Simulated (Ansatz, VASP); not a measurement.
## One calculation of Hf, two programs

```
Hf
1.0
     3.44354    0.00000    0.00000
    -1.72177    2.98219    0.00000
     0.00000    0.00000    4.35868
Hf
2
Direct
  0.33333 0.66667 0.25000
  0.66667 0.33333 0.75000
```

Alike in both runs: task single point; functional PBEsol; k mesh 18 × 18 × 10; occupations gaussian, width 0.15 eV; no spin polarisation.

```csv
,VASP,Ansatz
version,VASP 6.6.1,Ansatz 0.2.0
potentials or method,"VASP PAW PBE potentials, release 64 (Hf_pv)","scalar-relativistic, plane waves, PAW"
plane-wave cutoff (eV),520,420
valence electrons in the cell,20,52
```

|  | VASP | Ansatz | Ansatz less VASP |
| --- | --- | --- | --- |
| gap on the k mesh at the Fermi level (eV) | none | none | - |
| pressure (GPa) | -1.9 | -1.6 | +0.35 |
| largest component of the traceless stress (GPa) | 12.77 | 12.78 | +0.011 |

A gap of «none» marks a metal or a gap that the smearing closes. With one functional, cell and mesh, what is left measures potentials, basis and numerics. The two sets of potentials don't hold the same shells in valence.

Caveats: the PAW data sets were made with another functional, which shifts forces and pressure a little (VASP). The runs have no spin-orbit coupling, so splittings on Hf are missing.
